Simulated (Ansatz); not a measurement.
## Ru: distorted cells

These are results of DFT PBEsol, scalar-relativistic, plane waves, PAW in Ansatz, not measurements.

Settings: cutoff 420 eV, Γ-centred mesh 16×16×16 on the computed 1-atom cell, Gaussian smearing of 0.10 eV; no spin polarisation.

Reference cell:

```yaml
crystal:
  lattice:
    - [0.00000, 1.91500, 1.91500]
    - [1.91500, 0.00000, 1.91500]
    - [1.91500, 1.91500, 0.00000]
  atoms:
    - { symbol: Ru, position: [0.00000, 0.00000, 0.00000] }
```

Each variant moves atoms of this cell by the vectors given, if any (Å), and then applies a symmetric strain (tensor components, Cartesian axes). The reference cell isn't relaxed at this level. Energies are per atom at zero smearing, counted from the lowest variant. Pressure is positive in compression.

1. strain (xx yy zz yz xz xy, %) 3.61 -5.39 -5.39 0.00 0.00 0.00
2. strain (xx yy zz yz xz xy, %) -0.59 -3.64 -0.68 -0.39 -0.13 0.73
3. strain (xx yy zz yz xz xy, %) -0.74 -2.04 -4.39 0.00 -0.14 0.00
4. strain (xx yy zz yz xz xy, %) 4.09 4.09 4.66 -1.71 -1.71 -2.00
5. strain (xx yy zz yz xz xy, %) 1.63 1.63 1.63 0.00 0.00 0.00

```tsv
result	ΔE (meV/atom)	P (GPa)
A	112.7	-26.16
B	0.0	0.70
C	380.5	-37.96
D	70.0	11.17
E	6.9	9.03
```

(1) Which variant gave which result?

## Answers

(1) A is 5, B is 2, C is 4, D is 1, E is 3. The pressure falls as the cell grows: from the smallest volume to the largest the variants are 1, 3, 2, 5, 4.

This fcc form isn't the element's structure at ambient conditions.